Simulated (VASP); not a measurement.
# ZnS (P6_3mc) in VASP: settings compared, part 2 of 2

VASP 6.6.1. Earlier steps stand in the parts before.

### Step 5. Single point, PBEsol+D3(BJ)

This run uses another cell than the first one, of 18.82 Å³/atom.

The input, INCAR:

```
PREC     = Accurate       # precision mode
ENCUT    = 520            # plane-wave cutoff, eV
EDIFF    = 1E-6           # SCF threshold, eV
ISMEAR   = -1             # smearing method
SIGMA    = 0.05           # smearing width, eV
LREAL    = False          # projectors in reciprocal space
LASPH    = True           # aspherical terms in the spheres
NELM     = 60             # most SCF steps
ALGO     = Normal         # electronic algorithm
ISIF     = 2              # what is computed and relaxed
LWAVE    = False          # write WAVECAR
LCHARG   = True           # write CHGCAR
GGA      = PS             # functional
IVDW     = 12             # dispersion correction
LELF     = True           # ELF
LVHAR    = True         
NBANDS   = 66             # bands
```

The input, KPOINTS:

```
Automatic mesh
0
Gamma
  8 8 2
```

The input, POSCAR:

```
ZnS
1.0
    3.7604801709      0.0000000000      0.0000000000
   -1.8802400855      3.2566713584      0.0000000000
    0.0000000000      0.0000000000     18.4373916028
Zn S
6 6
Direct
    0.3333333333      0.6666666667      0.8333300000
    0.6666666667      0.3333333333      0.3333300000
    0.6666666667      0.3333333333      0.6666700000
    0.3333333333      0.6666666667      0.1666700000
    0.0000000000      0.0000000000      0.5000000000
    0.0000000000      0.0000000000      0.0000000000
    0.3333333333      0.6666666667      0.9583300000
    0.6666666667      0.3333333333      0.4583300000
    0.6666666667      0.3333333333      0.7916700000
    0.3333333333      0.6666666667      0.2916700000
    0.0000000000      0.0000000000      0.6250000000
    0.0000000000      0.0000000000      0.1250000000
```

Potentials or basis: VASP PAW PBE potentials, release 64 (Zn, S).

Run with:

```bash
> cat potpaw_PBE.64/Zn/POTCAR potpaw_PBE.64/S/POTCAR > POTCAR
> mpirun -np 1 vasp_std > vasp.out
```

OUTCAR:

```text
PREC = Accurate
   ENCUT = 520
   EDIFF = 1E-6
   ISMEAR = -1
   LREAL = False
   LASPH = True
   NELM = 60
   ISIF = 2
   GGA = PS
   IVDW = 12
 IVDW          = 12

 ion  position               nearest neighbor table
   1  0.333  0.667  0.833-   9 2.30   9 2.30   9 2.30   7 2.30
   2  0.667  0.333  0.333-  10 2.30  10 2.30  10 2.30   8 2.30
   3  0.667  0.333  0.667-  11 2.30  11 2.30  11 2.30   9 2.30
   4  0.333  0.667  0.167-  12 2.30  12 2.30  12 2.30  10 2.30
   5  0.000  0.000  0.500-   8 2.30   8 2.30   8 2.30  11 2.30
   6  0.000  0.000  0.000-   7 2.30   7 2.30   7 2.30  12 2.30
[... 1611 lines left out ...]
  energy-cutoff  :      520.00
  volume of cell :      225.80
      direct lattice vectors                 reciprocal lattice vectors
     3.760480171  0.000000000  0.000000000     0.265923487  0.153530997  0.000000000
    -1.880240086  3.256671358  0.000000000     0.000000000  0.307061994  0.000000000
     0.000000000  0.000000000 18.437391603     0.000000000  0.000000000  0.054237607

 POSITION                                       TOTAL-FORCE (eV/Angst)
 -----------------------------------------------------------------------------------
     -0.00000      2.17111     15.36443        -0.000000      0.000000      0.003153
      1.88024      1.08556      6.14574        -0.000000      0.000000      0.003153
      1.88024      1.08556     12.29166        -0.000000     -0.000000      0.018582
     -0.00000      2.17111      3.07296         0.000000      0.000000      0.018582
      0.00000      0.00000      9.21870        -0.000000      0.000000     -0.004941
      0.00000      0.00000      0.00000         0.000000     -0.000000     -0.004941
     -0.00000      2.17111     17.66911        -0.000000      0.000000     -0.032057
      1.88024      1.08556      8.45041         0.000000     -0.000000     -0.032057
      1.88024      1.08556     14.59633        -0.000000      0.000000     -0.009739
     -0.00000      2.17111      5.37763         0.000000     -0.000000     -0.009739
      0.00000      0.00000     11.52337        -0.000000      0.000000      0.025001
      0.00000      0.00000      2.30467         0.000000      0.000000      0.025001
 -----------------------------------------------------------------------------------
    total drift:                               -0.000003     -0.000005      0.000179

  FREE ENERGIE OF THE ION-ELECTRON SYSTEM (eV)
  ---------------------------------------------------
  free  energy   TOTEN  =       -48.7490469434 eV

  energy  without entropy=      -48.7490469433  energy(sigma->0) =      -48.74904694
```

stdout:

```text
POSCAR found type information on POSCAR ZnS
 POSCAR found :  2 types and      12 ions
 scaLAPACK will be used
 -----------------------------------------------------------------------------
|                                                                             |
|                                                                             |
|     You enforced a specific xc type in the INCAR file but a different       |
|     I HOPE YOU KNOW WHAT YOU ARE DOING!                                     |
|                                                                             |
 -----------------------------------------------------------------------------

 LDA part: xc-table for (Slater+PW92), standard interpolation
 POSCAR, INCAR and KPOINTS ok, starting setup
 FFT: planning ... GRIDC
 FFT: planning ... GRID_SOFT
 FFT: planning ... GRID
 WAVECAR not read
 entering main loop
```

Wall time 6.1 min (1 thread of Intel Xeon Platinum 8259CL at 2.50GHz (Skylake/Cascade Lake), shared host); peak memory 0.44 GiB.

What came out:

```yaml
Free_energy: -48.7490 eV
Pressure: -0.3 GPa
Largest_force: 0.032 eV/Å
Band_gap_on_the_k_mesh: 2.21 eV
Dispersion_energy_per_atom: -0.272 eV
```

Forces in eV/Å, atoms in the order of the input:
```
Zn   0.000  0.000  0.003
Zn   0.000  0.000  0.003
Zn   0.000  0.000  0.019
Zn   0.000  0.000  0.019
Zn   0.000  0.000 -0.005
Zn   0.000  0.000 -0.005
S    0.000  0.000 -0.032
S    0.000  0.000 -0.032
S    0.000  0.000 -0.010
S    0.000  0.000 -0.010
S    0.000  0.000  0.025
S    0.000  0.000  0.025
```

Levels at points of the mesh, in eV from the valence-band top:
```csv
k point,band 51,band 52,band 53,band 54,band 55,band 56,band 57,band 58
"(0.00, 0.00, 0.00)",-0.26,-0.03,0.00,0.00,2.21,3.19,3.29,3.31
"(0.50, 0.00, 0.00)",-1.38,-1.37,-1.19,-0.95,3.31,3.38,3.46,3.76
"(0.00, 0.00, 0.50)",-0.07,-0.07,-0.07,-0.07,2.70,2.70,3.24,3.24
"(0.50, 0.00, 0.50)",-1.32,-1.32,-1.07,-1.07,3.21,3.21,3.72,3.72
```

Caveat: the PAW data sets were made with another functional, which shifts forces and pressure a little.

### Step 6. Overview

| level | potentials or basis | cell | gap on the mesh (eV) | pressure (GPa) | largest force (eV/Å) |
| --- | --- | --- | --- | --- | --- |
| PBEsol+D3(BJ) | VASP PAW PBE potentials, release 64 (Zn, S) | a = 3.812, b = 3.812, c = 18.690 Å, angles 90.0, 90.0, 120.0°, 12 atoms | 2.03 | -3.4 | 0.03 |
| LDA | VASP PAW LDA potentials, release 64 (Zn, S) | a = 3.743, b = 3.743, c = 18.375 Å, angles 90.0, 90.0, 120.0°, 12 atoms | 2.18 | 0.4 | - |
| LDA | VASP PAW LDA potentials, release 64 (Zn, S) | a = 3.812, b = 3.812, c = 18.690 Å, angles 90.0, 90.0, 120.0°, 12 atoms | 1.94 | -3.9 | 0.03 |
| PBEsol+D3(BJ) | VASP PAW PBE potentials, release 64 (Zn, S) | a = 3.760, b = 3.760, c = 18.437 Å, angles 90.0, 90.0, 120.0°, 12 atoms | 2.21 | -0.3 | 0.03 |

Alike in all rows: task single point; no spin polarisation; k mesh 8 × 8 × 2; cutoff (eV) 520; smearing fermi-dirac 0.05 eV.

Caveats: the cell stands under tension (at least some runs); the PAW data sets were made with another functional, which shifts forces and pressure a little (at least some runs).

Total energies depend on the potentials used, so only differences within one code and one set of settings carry meaning.

### Step 7. How close it comes

Step 3. Against the measured gap of ZnS, 3.911 eV (direct; 4 K; a printed reference work, monograph), the calculated 2.18 eV is off by -1.73 eV. The value is that of LDA on a finite k mesh, which can miss the band edges, without temperature or zero-point motion. Semilocal functionals fall short of measured gaps as a rule.

Step 5. Measured gap of ZnS: 3.911 eV (direct; 4 K; a printed reference work, monograph). This calculation gives 2.21 eV (-1.70 eV). The value is that of PBEsol+D3(BJ) on a finite k mesh, which can miss the band edges, without temperature or zero-point motion. Semilocal functionals fall short of measured gaps as a rule.
